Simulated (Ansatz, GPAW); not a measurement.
Given: the input of a run of GPAW 26.7.0 (ASE script) on BP. 

Contents of run.py:

```python
from ase import Atoms
from ase.dft.bandgap import bandgap
from ase.io import write
from ase.units import GPa
from gpaw import GPAW, PW

atoms = Atoms(['P', 'B'],
              cell=[[0.0, 2.269, 2.269],
                    [2.269, 0.0, 2.269],
                    [2.269, 2.269, 0.0]],
              scaled_positions=[[0.75, 0.75, 0.75],
                                [0.0, 0.0, 0.0]],
              pbc=True)

calc = GPAW(mode=PW(800),
            xc='PBE',
            kpts={'size': (10, 10, 10), 'gamma': True},
            occupations={'name': 'methfessel-paxton', 'order': 0, 'width': 0.017},
            nbands=11,
            convergence={'density': 1e-05, 'energy': 1e-05},
            maxiter=150,
            txt='gpaw.txt')
atoms.calc = calc
energy = atoms.get_potential_energy()
forces = atoms.get_forces()
stress = atoms.get_stress()
calc.write('gs.gpw')
write('result.traj', atoms)
print(f'Energy: {energy:.6f} eV')
print('Forces (eV/A):')
print(forces.round(4))
print('Stress (GPa):', (stress / GPa).round(3))
print('Fermi level:', round(calc.get_fermi_level(), 4), 'eV')
print(f'Gap: {bandgap(calc)[0]:.4f} eV, direct: {bandgap(calc, direct=True)[0]:.4f} eV')
```

Potentials or basis: GPAW PAW data sets (gpaw-data 1.2.1), pw.

Run with:

```bash
$ OMP_NUM_THREADS=1 python run.py
```

Problem. Set up the same calculation for Ansatz 0.2.0. Potentials or basis there: all-electron LAPW, scalar-relativistic.

Solution. As run (cutoffs and basis follow the program's own potentials, and thresholds, step limits or extra output files can differ):

The input input.yaml:

```yaml
crystal:
  lattice:
    - [0.0, 2.269, 2.269]
    - [2.269, 0.0, 2.269]
    - [2.269, 2.269, 0.0]
  atoms:
    - { symbol: P, position: [0.75, 0.75, 0.75] }
    - { symbol: B, position: [0.0, 0.0, 0.0] }
kpoints:
  mp_grid: { grid: [10, 10, 10] }
scf:
  occupations: { method: gaussian, width: 0.017 }
hamiltonian:
  xc: pbe
  pseudopotentials: { kind: all_electron, lapw: { basis_error: 0.001 } }
output:
  forces: true
  stress: true
  eigenvalues: true
```

Potentials or basis: all-electron LAPW, scalar-relativistic.

Launch:

```bash
$ ansatz run input.yaml --threads 1 --pin off --max-ram 3072MiB --backend cpu --events-out ev --progress --plain --runs-dir out
```

Both were run:

|  | GPAW | Ansatz |
| --- | --- | --- |
| Pressure | 1.4 GPa | 1.1 GPa |

Where Ansatz's input types no cutoff or centring, it takes its own default and a Γ-centred mesh.

Pressure is positive in compression.
